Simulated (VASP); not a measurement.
A run of VASP 6.6.1 is set up as follows.

File POSCAR:

```
CdTe
1.0
    0.0000000000      3.2778966132      3.2778966132
    3.2778966132      0.0000000000      3.2778966132
    3.2778966132      3.2778966132      0.0000000000
Cd Te
1 1
Direct
    0.0000000000      0.0000000000      0.0000000000
    0.7500000000      0.7500000000      0.7500000000
```

INCAR.step1

```
SYSTEM = CdTe
PREC     = Accurate       ! precision mode
ENCUT    = 520            ! plane-wave cutoff, eV
ISMEAR   = 0              ! smearing method
SIGMA    = 0.02           ! smearing width, eV
LREAL    = .False.        ! projectors in reciprocal space
LASPH    = .True.         ! aspherical terms in the spheres
NELM     = 100            ! most SCF steps
NBANDS   = 16             ! bands
GGA      = PE             ! functional
ALGO     = Normal         ! electronic algorithm
EDIFF    = 1E-4           ! SCF threshold, eV
LWAVE    = .True.         ! write WAVECAR
LCHARG   = .False.        ! write CHGCAR
```

The input INCAR.step2:

```
SYSTEM = CdTe
PREC     = Accurate       ! precision mode
ENCUT    = 520            ! plane-wave cutoff, eV
EDIFF    = 1E-7           ! SCF threshold, eV
ISMEAR   = 0              ! smearing method
SIGMA    = 0.02           ! smearing width, eV
LREAL    = .False.        ! projectors in reciprocal space
LASPH    = .True.         ! aspherical terms in the spheres
NELM     = 100            ! most SCF steps
ALGO     = Normal         ! electronic algorithm
ISIF     = 2              ! what is computed and relaxed
LWAVE    = .False.        ! write WAVECAR
LCHARG   = .False.        ! write CHGCAR
METAGGA  = R2SCAN         ! meta-GGA
LMIXTAU  = .True.       
NBANDS   = 16             ! bands
ISTART   = 1
```

File KPOINTS:

```
Automatic mesh
0
Gamma
  8 8 8
  0 0 0
```

Potentials or basis: VASP PAW PBE potentials, release 64 (Cd, Te).

Command:

```sh
$ cat potpaw_PBE.64/Cd/POTCAR potpaw_PBE.64/Te/POTCAR > POTCAR
$ cp INCAR.step1 INCAR
$ mpirun -np 1 vasp_std > vasp.out
$ cp INCAR.step2 INCAR
$ mpirun -np 1 vasp_std > vasp.out
```

Problem. Estimate the band gap on the k mesh.

Solution. 1.16 eV, direct.

Problem. What does it give for the pressure?

Solution. 0.1 GPa.

Caveat: the PAW data sets were made with another functional, which shifts forces and pressure a little; spin-orbit coupling is left out, which moves the levels of the heavy elements.

**Experimental background.**

A printed reference work, data compilation reports, for a bulk crystal of CdTe at 0 K: band gap 1.607 eV.

Against the measured gap of CdTe, 1.607 eV (0 K; a printed reference work, data compilation), the calculated 1.16 eV is off by -0.45 eV. Spin-orbit coupling on Cd, Te is left out. The value is that of r2SCAN, without temperature or zero-point motion.
